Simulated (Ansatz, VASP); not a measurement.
This is a calculation of Si for Ansatz 0.2.0. 

Contents of input.yaml:

```yaml
crystal:
  lattice:
    - [0.0, 2.7218511865, 2.7218511865]
    - [2.7218511865, 0.0, 2.7218511865]
    - [2.7218511865, 2.7218511865, 0.0]
  atoms:
    - { symbol: Si, position: [0.5, 0.5, 0.5] }
    - { symbol: Si, position: [0.75, 0.75, 0.75] }
hamiltonian:
  xc: pbesol
  pseudopotentials: { kind: paw }
kpoints:
  mp_grid: { grid: [8, 8, 8] }
scf:
  occupations: { method: fermi_dirac, width: 0.05 }
output:
  forces: true
  stress: true
  eigenvalues: true
  write_density: true
  write_potential: true
  elf: true
  volumetric_format: npy
```

Potentials or basis: Ansatz PAW.

Launch:

```console
$ ansatz run input.yaml --threads 1 --pin off --max-ram 3584MiB --backend cpu --events-out ev --progress --plain --runs-dir out
```

Task: Set up the same calculation for VASP 6.6.1. Potentials or basis there: PBE PAW files Si, 520 eV.

Result: As run (cutoffs and basis follow the program's own potentials, and thresholds, step limits or extra output files can differ):

The input INCAR:

```
PREC = Accurate
ENCUT = 520
EDIFF = 1E-7
ISMEAR = -1
SIGMA = 0.05
LREAL = F
LASPH = T
NELM = 60
ALGO = Normal
ISIF = 2
LWAVE = F
LCHARG = T
GGA = PS
LELF = T
LVHAR = T
NBANDS = 11
```

File KPOINTS:

```
Automatic mesh
0
Gamma
  8 8 8
```

Contents of POSCAR:

```
Si
1.0
    0.0000000000      2.7218511865      2.7218511865
    2.7218511865      0.0000000000      2.7218511865
    2.7218511865      2.7218511865      0.0000000000
Si
2
Direct
    0.5000000000      0.5000000000      0.5000000000
    0.7500000000      0.7500000000      0.7500000000
```

Potentials or basis: VASP PAW PBE potentials, release 64 (Si).

Command:

```bash
$ cat potpaw_PBE.64/Si/POTCAR > POTCAR
$ mpirun -np 1 vasp_std > vasp.out
```

Both were run:

|  | Ansatz | VASP |
| --- | --- | --- |
| Pressure | -0.5 GPa | -0.4 GPa |

Ansatz's pressure holds a Pulay term of +0.03 GPa for its cutoff of 420 eV, which the other run lacks.

Ansatz's potentials were made for PBE. VASP's potentials were made for PBE.

Where Ansatz's input types no cutoff or centring, it takes its own default and a Γ-centred mesh.

Pressure is positive in compression.
